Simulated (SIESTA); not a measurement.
CuO (Tenorite):

```xyz
4
Lattice="2.3447 -1.7134 0.0000 2.3447 1.7134 0.0000 -0.8606 0.0000 5.0594" Properties=species:S:1:pos:R:3 pbc="T T T"
Cu    0.7420   -0.8457    2.5297
Cu    1.1723    0.8457    0.0000
O     1.6421    0.2841    3.8133
O     2.0724   -0.2841    1.2836
```

Base run:

* Program: SIESTA 5.4.2
* Functional: PBEsol
* Potentials or basis: PseudoDojo 0.4 standard (PBEsol files)
* Basis: TZDP (energy shift 0.003 Ry; two zetas on semicore shells)
* Grid cutoff: 800 Ry
* Energy shift: 0.003 Ry
* k mesh: 10 × 10 × 5
* Occupations: fermi-dirac, width 0.05 eV
* Spin: no spin polarisation

Its results: band gap on the k mesh none (metal or under the smearing width); pressure -2.8 GPa; largest force 0.767 eV/Å.

The run is repeated on the same cell with these changes: basis from TZDP (energy shift 0.003 Ry; two zetas on semicore shells) to SZP (energy shift 0.003 Ry). What comes out?

Band gap on the k mesh none (metal or under the smearing width); pressure 0.7 GPa; largest force 0.837 eV/Å.

Caveats: short orbitals over semicore shells can move pressures by several GPa; the basis of atomic orbitals isn't converged, which shifts pressures, moduli and gaps; the run has no spin polarisation, though such a crystal can be magnetic; semilocal functionals often make such compounds metallic where correlation or magnetic order opens a gap, which also shifts bond lengths.
